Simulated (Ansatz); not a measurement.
Write the native input for Ansatz 0.2.0 that does the following.

```
Task                : projected density of states
Functional          : RPBE
Potentials or basis : Ansatz PAW
Cutoff              : 420 eV (not typed: the program's choice for these potentials)
k mesh              : 4 × 4 × 4
Occupations         : fermi-dirac, width 0.05 eV
Spin                : no spin polarisation
```

Crystal: Cs.

```
Cs
1.0
    -3.12847    3.12847    3.12847
     3.12847   -3.12847    3.12847
     3.12847    3.12847   -3.12847
Cs
1
Direct
  0.00000 0.00000 0.00000
```

One way to write it, as run:

input.yaml

```yaml
crystal:
  lattice:
    - [-3.1284650614, 3.1284650614, 3.1284650614]
    - [3.1284650614, -3.1284650614, 3.1284650614]
    - [3.1284650614, 3.1284650614, -3.1284650614]
  atoms:
    - { symbol: Cs, position: [0.0, 0.0, 0.0] }
hamiltonian:
  xc: rpbe
  pseudopotentials: { kind: paw }
kpoints:
  mp_grid: { grid: [4, 4, 4] }
scf:
  occupations: { method: fermi_dirac, width: 0.05 }
  n_extra_bands: 6
output:
  forces: true
  stress: true
  eigenvalues: true
  dos: { projected: true, de: 0.05, nscf_kmesh: { grid: [6, 6, 6] } }
```

Potentials or basis: Ansatz PAW.

Launch:

```console
$ ansatz run input.yaml --threads 2 --pin off --max-ram 5632MiB --backend cpu --events-out ev --progress --plain --runs-dir out
```

It gave:

```yaml
Pressure: 0.2 GPa
Band_gap_on_the_k_mesh: none (metal or under the smearing width)
Density_of_states_at_the_Fermi_level: 1.59 states/eV per cell
```

Caveat: the PAW data sets come from PBE, with cores solved anew for the run's functional, which leaves a small shift of forces and pressure; the density of states is complete only up to the lowest level of the last band computed.

Wall time 1.1 s on 2 threads of Arm Neoverse V1, on a shared host, peak memory 0.31 GiB.
